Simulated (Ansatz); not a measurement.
Crystal: PbS.

```
CELL_PARAMETERS angstrom
3.65366 0.00000 0.00000
0.00000 3.65366 0.00000
0.00000 0.00000 3.65366
ATOMIC_POSITIONS crystal
Pb 0.00000 0.00000 0.00000
S 0.50000 0.50000 0.50000
```

Measurements of this composition are mostly on another form, of space group No. 225.

Base run:

```yaml
Program: Ansatz 0.2.0
Functional: LDA
Potentials_or_basis: Ansatz PAW
Cutoff: "420 eV (not typed: the program's choice for these potentials)"
k_mesh: 7 × 7 × 7
Occupations: fermi-dirac, width 0.05 eV
Spin: no spin polarisation
```

Its results: pressure -5.3 GPa.

**Question.** The run is repeated on the same cell with these changes: functional from LDA to PBE. What comes out?

**Answer.** Pressure 0.0 GPa.

PBE binds less tightly than LDA, so the same cell stands under more pressure.

Caveats: the PAW data sets come from PBE, with cores solved anew for the run's functional, which leaves a small shift of forces and pressure (some runs).
